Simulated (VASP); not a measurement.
# PtSe2 (P-3m1) in VASP: further runs

Runs on PtSe2. Level: PBE+D3(BJ). Tasks: relaxation of cell and atoms.

All numbers are computed with VASP 6.6.1; they aren't measurements. Logs are shortened: lines on timing, memory, paths and dates and some standing lists are left out, and cuts for length are marked.

## 1. Starting point

It takes space group P-3m1 (No. 164, trigonal). The conventional cell has a = 3.724 Å, b = 3.724 Å, c = 5.062 Å, α = 90.00°, β = 90.00°, γ = 120.00°. Pt (site symmetry -3m) is surrounded by 6 Se at 2.49 Å. Se (site symmetry 3m) has 3 Pt at 2.49 Å as nearest neighbours.

## 2. Relaxation of cell and atoms, PBE+D3(BJ)

The input, INCAR:

```
  PREC = Accurate
  ENCUT = 520
  EDIFF = 1E-7
  ISMEAR = 0
  SIGMA = 0.02
  LREAL = F
  LASPH = T
  NELM = 80
  ALGO = Normal
  ISIF = 3
  LWAVE = F
  LCHARG = F
  GGA = PE
  IVDW = 12
  IBRION = 2
  NSW = 80
  EDIFFG = -0.002
  KPAR = 4
```

The input, KPOINTS:

```
regular mesh
0
Gamma
  9 9 6
```

The input, POSCAR:

```
PtSe2
1.0
    3.7240000000      0.0000000000      0.0000000000
   -1.8620000000      3.2250786000      0.0000000000
    0.0000000000      0.0000000000      5.0620000000
Pt Se
1 2
Direct
    0.0000000000      0.0000000000      0.0000000000
    0.3333333300      0.6666666700      0.2500000000
    0.6666666700      0.3333333300      0.7500000000
```

Potentials or basis: VASP PAW PBE potentials, release 64 (Pt, Se).

The run is started by

```sh
> cat potpaw_PBE.64/Pt/POTCAR potpaw_PBE.64/Se/POTCAR > POTCAR
> mpirun -np 4 vasp_std > vasp.out
```

OUTCAR:

```text
PREC = Accurate
   ENCUT = 520
   EDIFF = 1E-7
   ISMEAR = 0
   LREAL = F
   LASPH = T
   NELM = 80
   ISIF = 3
   GGA = PE
   IVDW = 12
   IBRION = 2
   NSW = 80
   EDIFFG = -0.002
 IVDW          = 12

 ion  position               nearest neighbor table
   1  0.000  0.000  0.000-   2 2.49   3 2.49   2 2.49   3 2.49   3 2.49   2 2.49
   2  0.333  0.667  0.250-   1 2.49   1 2.49   1 2.49
   3  0.667  0.333  0.750-   1 2.49   1 2.49   1 2.49

  LATTYP: Found a hexagonal cell.
 ALAT       =     3.7240000000
 C/A-ratio  =     1.3592910849

  Lattice vectors:

 A1 = (   3.7240000000,   0.0000000000,   0.0000000000)
 A2 = (  -1.8620000000,   3.2250786000,   0.0000000000)
 A3 = (   0.0000000000,   0.0000000000,   5.0620000000)

Analysis of symmetry for initial positions (statically):
=====================================================================
 Subroutine PRICEL returns:
 Original cell was already a primitive cell.

 Routine SETGRP: Setting up the symmetry group for a
 hexagonal supercell.

 Subroutine GETGRP returns: Found 12 space group operations
 (whereof 12 operations were pure point group operations)
 out of a pool of 24 trial point group operations.

The static configuration has the point symmetry D_3d.

Analysis of symmetry for dynamics (positions and initial velocities):
=====================================================================
 Subroutine PRICEL returns:
 Original cell was already a primitive cell.

 Routine SETGRP: Setting up the symmetry group for a
 hexagonal supercell.

 Subroutine GETGRP returns: Found 12 space group operations
 (whereof 12 operations were pure point group operations)
 out of a pool of 24 trial point group operations.

The dynamic configuration has the point symmetry D_3d.

 Subroutine INISYM returns: Found 12 space group operations
 (whereof 12 operations are pure point group operations),
 and found     1 'primitive' translations

----------------------------------------------------------------------------------------

                                     Primitive cell

  volume of cell :      60.7956

  direct lattice vectors                    reciprocal lattice vectors
     3.724000000  0.000000000  0.000000000     0.268528464  0.155034981  0.000000000
    -1.862000000  3.225078600  0.000000000     0.000000000  0.310069962  0.000000000
     0.000000000  0.000000000  5.062000000     0.000000000  0.000000000  0.197550375

  length of vectors
     3.724000000  3.723999997  5.062000000     0.310069962  0.310069962  0.197550375

  position of ions in fractional coordinates (direct lattice)
     0.000000000  0.000000000  0.000000000
     0.333333330  0.666666670  0.250000000
     0.666666670  0.333333330  0.750000000

  ion indices of the primitive-cell ions
   primitive index   ion index
                 1           1
                 2           2
                 3           3

----------------------------------------------------------------------------------------

 KPOINTS: regular mesh

Automatic generation of k-mesh.
 Grid dimensions read from file:
 generate k-points for:    9    9    6

 Generating k-lattice:

  Cartesian coordinates                     Fractional coordinates (reciprocal lattice)
     0.029836496  0.017226109  0.000000000     0.111111111  0.000000000  0.000000000
     0.000000000  0.034452218  0.000000000     0.000000000  0.111111111  0.000000000
     0.000000000  0.000000000  0.032925063     0.000000000  0.000000000  0.166666667

  Length of vectors
     0.034452218  0.034452218  0.032925063

  Shift w.r.t. Gamma in fractional coordinates (k-lattice)
     0.000000000  0.000000000  0.000000000

 Subroutine IBZKPT returns following result:
 ===========================================

 Found     62 irreducible k-points:

 Following reciprocal coordinates:
            Coordinates               Weight
  0.000000  0.000000  0.000000      1.000000
  0.111111  0.000000  0.000000      6.000000
  0.222222  0.000000  0.000000      6.000000
  0.333333 -0.000000  0.000000      6.000000
  0.444444  0.000000  0.000000      6.000000
  0.111111  0.111111  0.000000      6.000000
[... 16 lines left out ...]
  0.222222  0.111111  0.166667     12.000000
 -0.111111  0.333333  0.166667     12.000000
 [... further k-points ...]
   k-points           NKPTS =     62   k-points in BZ     NKDIM =     62   number of bands    NBANDS=     15
   number of dos      NEDOS =    301   number of ions     NIONS =      3
   total plane-waves  NPLWV =  31360
   dimension x,y,z NGX =    28 NGY =   28 NGZ =   40
   dimension x,y,z NGXF=    56 NGYF=   56 NGZF=   80
   ions per type =               1   2
   NGX,Y,Z   is equivalent  to a cutoff of  12.50, 12.50, 13.14 a.u.
   NGXF,Y,Z  is equivalent  to a cutoff of  25.00, 25.00, 26.27 a.u.
 SYSTEM =  unknown system
   PREC   = accura    normal or accurate (medium, high low for compatibility)
   ISTART =      0    job   : 0-new  1-cont  2-samecut
   ICHARG =      2    charge: 1-file 2-atom 10-const
   ISPIN  =      1    spin polarized calculation?
   LNONCOLLINEAR =      F non collinear calculations
   LSORBIT =      F    spin-orbit coupling
   LASPH  =      T    aspherical Exc in radial PAW
   ENCUT  =  520.0 eV  38.22 Ry    6.18 a.u.   6.92  6.92  9.41*2*pi/ulx,y,z
   NELM   =     80;   NELMIN=  2; NELMDL= -5     # of ELM steps
   EDIFF  = 0.1E-06   stopping-criterion for ELM
   LREAL  =      F    real-space projection
   EDIFFG = -.2E-02   stopping-criterion for IOM
   NSW    =     80    number of steps for IOM
   IBRION =      2    ionic relax: 0-MD 1-quasi-New 2-CG
   NFREE  =      1    steps in history (QN), initial steepest desc. (CG)
   ISIF   =      3    stress and relaxation
   ISYM   =      2    0-nonsym 1-usesym 2-fastsym
   POTIM  = 0.5000    time-step for ionic-motion
   TEBEG  =    0.0;   TEEND  =   0.0 temperature during run
   PSTRESS=    0.0 pullay stress
   NELECT =      22.0000    total number of electrons
   NUPDOWN=      -1.0000    fix difference up-down
   EMIN   =  10.00;   EMAX   =-10.00  energy-range for DOS
   EFERMI =   0.00;   METHOD = LEGACY
   ISMEAR =     0;   SIGMA  =   0.02  broadening in eV -4-tet -1-fermi 0-gaus
   EFERMI_NEDOS =   21; number of points for ismear=-14 and -15
   IALGO  =     38    algorithm
   IMIX   =      4    mixing-type and parameters
     AMIX     =   0.40;   BMIX     =  1.00
     AMIX_MAG =   1.60;   BMIX_MAG =  1.00
  volume/ion in A,a.u.               =      20.27       136.76
  Fermi-wavevector in a.u.,A,eV,Ry     =   1.166608  2.204570 18.517184  1.360975
  Thomas-Fermi vector in A             =   2.303119
   LORBIT       =      0    0 simple, 1 ext, 2 COOP (PROOUT), +10 PAW based schemes
   GGA     = PE    functional components
   LHFCALC =     F    Hartree Fock is set to
   AEXX    =    0.0000 exact exchange contribution
   IVDW    =    12    specifies the selected vdW correction
   LEPSILON=     F    determine dielectric tensor
   LRPA    =     F    only Hartree local field effects (RPA)
 conjugate gradient relaxation of ions
 non-spin polarized calculation
 Gauss-broadening in eV      SIGMA  =   0.02
  energy-cutoff  :      520.00
  volume of cell :       60.80
 maximum number of plane-waves:      1650
   NGX = 13   NGY = 13   NGZ = 19

--------------------------------------- Ionic step        1  -------------------------------------------

 number of electron      21.9999999 magnetization

 Free energy of the ion-electron system (eV)
  ---------------------------------------------------
  ext. energy  EPLUGINS =         0.00000000
  ---------------------------------------------------
  free energy    TOTEN  =       -14.18531625 eV

  energy without entropy =      -14.18515944  energy(sigma->0) =      -14.18523784

------------------------ aborting loop because EDIFF is reached ----------------------------------------

 Edisp (eV)   -1.43094

 E8    (eV) :    -0.6140

  FORCE on cell =-STRESS in cart. coord.  units (eV):
  Direction    XX          YY          ZZ          XY          YZ          ZX
  --------------------------------------------------------------------------------------
  -------------------------------------------------------------------------------------
  Total       1.56787     1.56787     0.79627     0.00000     0.00000     0.00000
  in kB      41.31896    41.31896    20.98451     0.00000     0.00000     0.00000
  external pressure =       34.54 kB  Pullay stress =        0.00 kB
[... 100 lines left out ...]
  FREE ENERGIE OF THE ION-ELECTRON SYSTEM (eV)
  ---------------------------------------------------
  free  energy   TOTEN  =       -15.6400987928 eV

  energy  without entropy=      -15.6399592875  energy(sigma->0) =      -15.64002904

[... ionic steps 4 to 12 ...]

--------------------------------------- Ionic step       13  -------------------------------------------

 number of electron      21.9999997 magnetization

------------------------ aborting loop because EDIFF is reached ----------------------------------------

 Edisp (eV)   -1.47082

 E8    (eV) :    -0.6319
[... 71 lines left out ...]
  energy  without entropy=      -15.6655769833  energy(sigma->0) =      -15.66573113

--------------------------------------- Ionic step       15  -------------------------------------------

 number of electron      21.9999997 magnetization

 Free energy of the ion-electron system (eV)
  ---------------------------------------------------
  ext. energy  EPLUGINS =         0.00000000
  ---------------------------------------------------
  free energy    TOTEN  =       -14.19463248 eV

  energy without entropy =      -14.19432498  energy(sigma->0) =      -14.19447873

 E-fermi :   6.7396     XC(G=0): -10.8275

 val. band max:        6.6899220289   @ k =   0.3333   0.3333   0.0000
 cond. band min:       6.7439851761   @ k =  -0.1111   0.4444   0.1667
 fundamental gap:      0.0540631472
 Fermi energy:         6.7396277034

 k-point     1 :       0.0000    0.0000    0.0000
  band No.  band energies     occupation
      1      -8.9481      2.00000
      2      -5.8506      2.00000
      3      -0.4005      2.00000
      4       0.4970      2.00000
      5       0.4970      2.00000
      6       2.9294      2.00000
      7       2.9294      2.00000
      8       4.2429      2.00000
      9       5.7199      2.00000
     10       5.7199      2.00000
     11       7.5070      0.00000
     12       7.7877      0.00000
     13       7.7877      0.00000
     14      10.0854      0.00000
     15      10.8346      0.00000
[... 397 lines left out ...]
 k-point    24 :      -0.1111    0.3333    0.1667
  band No.  band energies     occupation
      1      -8.0168      2.00000
      2      -6.3958      2.00000
      3       0.1343      2.00000
      4       0.8004      2.00000
      5       1.1129      2.00000
      6       1.7923      2.00000
      7       2.5294      2.00000
      8       3.3747      2.00000
      9       4.3834      2.00000
     10       4.7919      2.00000
     11       6.2614      2.00000
     12       7.0662      0.00000
     13       8.1119      0.00000
     14      11.3642      0.00000
     15      12.9355      0.00000

 [... further k-points ...]

------------------------ aborting loop because EDIFF is reached ----------------------------------------

 Edisp (eV)   -1.47126

 E8    (eV) :    -0.6321

  FORCE on cell =-STRESS in cart. coord.  units (eV):
  Direction    XX          YY          ZZ          XY          YZ          ZX
  --------------------------------------------------------------------------------------
  -------------------------------------------------------------------------------------
  Total       0.00223     0.00223    -0.00261     0.00000     0.00000     0.00000
  in kB       0.06028     0.06028    -0.07038     0.00000     0.00000     0.00000
  external pressure =        0.02 kB  Pullay stress =        0.00 kB
[... 18 lines left out ...]
  FREE ENERGIE OF THE ION-ELECTRON SYSTEM (eV)
  ---------------------------------------------------
  free  energy   TOTEN  =       -15.6658946189 eV

  energy  without entropy=      -15.6655871271  energy(sigma->0) =      -15.66574087

 reached required accuracy - stopping structural energy minimisation
```

It took 3 min on 4 MPI ranks of AMD EPYC 7R13 (Zen 3), shared host; peak memory 0.22 GiB.

Results:

* Free energy: -15.6659 eV
* Relaxed volume: 19.79 Å³/atom
* Relaxed cell: a = 3.769 Å, b = 3.769 Å, c = 4.824 Å, α = 90.00°, β = 90.00°, γ = 120.00°
* Space group after relaxing (to 0.05 Å): P-3m1 (No. 164)
* Energy gained by relaxing: 16.5 meV/atom
* Ionic steps: 15
* Pressure after relaxing: 0.0 GPa
* Band gap on the k mesh: none (metal or under the smearing width)
* Dispersion energy per atom: -0.490 eV

The path:
| step | energy change (eV) | largest force (eV/Å) | pressure (GPa) | volume (Å³) |
| --- | --- | --- | --- | --- |
| 1 | 0.0000 | 0.6174 | 3.45 | 60.80 |
| 2 | 0.0309 | 0.3915 | -5.82 | 64.72 |
| 3 | -0.0238 | 0.1843 | -0.60 | 62.30 |
| 4 | -0.0238 | 0.1923 | -0.52 | 62.27 |
| 5 | -0.0292 | 0.1622 | -0.44 | 61.89 |
| 6 | -0.0412 | 0.0667 | -0.11 | 60.74 |
| 7 | -0.0415 | 0.1576 | 0.98 | 58.46 |
| 8 | -0.0458 | 0.0164 | 0.35 | 59.69 |
| 9 | -0.0468 | 0.1429 | -1.29 | 59.93 |
| 10 | -0.0480 | 0.0909 | -0.60 | 59.83 |
| 11 | -0.0496 | 0.0162 | 0.06 | 59.27 |
| 12 | -0.0496 | 0.0019 | -0.05 | 59.37 |
| 13 | -0.0496 | 0.0036 | -0.06 | 59.38 |
| 14 | -0.0496 | 0.0042 | 0.07 | 59.34 |
| 15 | -0.0496 | 0.0002 | 0.00 | 59.36 |

Final structure:
```
Pt Se
1.0
     3.76935    0.00000    0.00000
    -1.88468    3.26436    0.00000
     0.00000    0.00000    4.82442
Pt Se
1 2
Direct
  0.00000 0.00000 0.00000
  0.33333 0.66667 0.26580
  0.66667 0.33333 0.73420
```

Levels at points of the mesh, in eV from the Fermi level:
```tsv
k point	band 7	band 8	band 9	band 10	band 11	band 12	band 13	band 14	band 15
(0.00, 0.00, 0.00)	-3.81	-2.50	-1.02	-1.02	0.77	1.05	1.05	3.35	4.09
(0.00, 0.00, 0.50)	-3.86	-2.93	-1.73	-1.73	-1.72	2.31	2.31	4.98	6.51
```

Caveat: pairwise dispersion overbinds metals, which lowers pressure and volume. The run has no spin-orbit coupling, so splittings on Pt are missing.

[end of part 1 of 2]
